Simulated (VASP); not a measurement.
A run of VASP 6.6.1:

The input INCAR:

```
  PREC = Accurate
  ENCUT = 600
  EDIFF = 1E-6
  ISMEAR = 0
  SIGMA = 0.03
  LREAL = False
  LASPH = True
  NELM = 80
  ALGO = Normal
  ISIF = 3
  LWAVE = False
  LCHARG = False
  GGA = PE
  IVDW = 12
  IBRION = 2
  NSW = 90
  EDIFFG = -0.01
```

Contents of KPOINTS:

```
Automatic mesh
0
Gamma
  8 8 8
```

The input POSCAR:

```
NaCl
1.0
    0.0000000000      2.8100000000      2.8100000000
    2.8100000000      0.0000000000      2.8100000000
    2.8100000000      2.8100000000      0.0000000000
Na Cl
1 1
Direct
    0.0000000000      0.0000000000      0.0000000000
    0.5000000000      0.5000000000      0.5000000000
```

Potentials or basis: VASP PAW PBE potentials, release 64 (Na_pv, Cl).

Launch:

```bash
$ cat potpaw_PBE.64/Na_pv/POTCAR potpaw_PBE.64/Cl/POTCAR > POTCAR
$ mpirun -np 1 vasp_std > vasp.out
```

Hardware: 1 thread of Intel(R) Xeon(R) 6975P-C (Granite Rapids), on a shared host.

Problem. How long does it take, and how much memory?

Solution. Run time: 11 s on 1 thread of Intel(R) Xeon(R) 6975P-C (Granite Rapids), on a shared host, peak memory 0.19 GiB. Counts: scf iterations 24, k points 29, ion steps 3.
